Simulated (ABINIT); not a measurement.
The system is BaTiO3.

```
Ba Ti O
1.0
     2.82737    1.63238    2.31839
    -2.82737    1.63238    2.31839
     0.00000   -3.26476    2.31839
Ba Ti O
1 1 3
Direct
  0.00000 0.00000 0.00000
  0.48450 0.48450 0.48450
  0.50860 0.01750 0.50860
  0.01750 0.50860 0.50860
  0.50860 0.50860 0.01750
```

```yaml
Program: ABINIT 10.8.3 (patched build)
Task: relaxation of cell and atoms
Functional: r2SCAN
Potentials_or_basis: JTH PAW PBE v2.0
Cutoff: 762 eV
k_mesh: 4 × 4 × 4
Occupations: fermi-dirac, width 0.05 eV
Spin: no spin polarisation
```

At the start: pressure 3.9 GPa; volume 12.84 Å³/atom.

**Question.** Where does the relaxation end?

**Answer.** Over 10 steps the energy falls by 3.9 meV/atom and the volume is 13.23 Å³/atom (+3.0 %); space group R3m (No. 160, to 0.05 Å).

Step by step:
| step | energy change (eV) | largest force (eV/Å) | pressure (GPa) | volume (Å³) |
| --- | --- | --- | --- | --- |
| 1 | 0.0000 | 0.1196 | 3.88 | 64.20 |
| 2 | -0.0117 | 0.1139 | 1.69 | 64.97 |
| 3 | -0.0141 | 0.1760 | 0.04 | 65.62 |
| 4 | -0.0150 | 0.1722 | -0.23 | 65.78 |
| 5 | -0.0177 | 0.0899 | -0.61 | 66.27 |
| 6 | -0.0185 | 0.0613 | -0.33 | 66.35 |
| 7 | -0.0188 | 0.0553 | -0.09 | 66.27 |
| 8 | -0.0192 | 0.0420 | 0.11 | 66.18 |
| 9 | -0.0194 | 0.0278 | 0.16 | 66.15 |
| 10 | -0.0195 | 0.0129 | 0.11 | 66.16 |

Final structure:
```xyz
5
Lattice="2.8534 1.6474 2.3456 -2.8534 1.6474 2.3456 0.0000 -3.2949 2.3456" Properties=species:S:1:pos:R:3 pbc="T T T"
Ba    0.0000    0.0000   -0.0252
Ti    0.0000    0.0000    3.3868
O     1.3951   -0.8055    2.4429
O    -1.3951   -0.8055    2.4429
O     0.0000    1.6109    2.4429
```

Caveat: this set's barium file shifts pressures by 1.5 GPa and gaps by 0.1 eV against other sets; the PAW data sets were made with another functional, which shifts forces and pressure a little; the atomic spheres overlap.
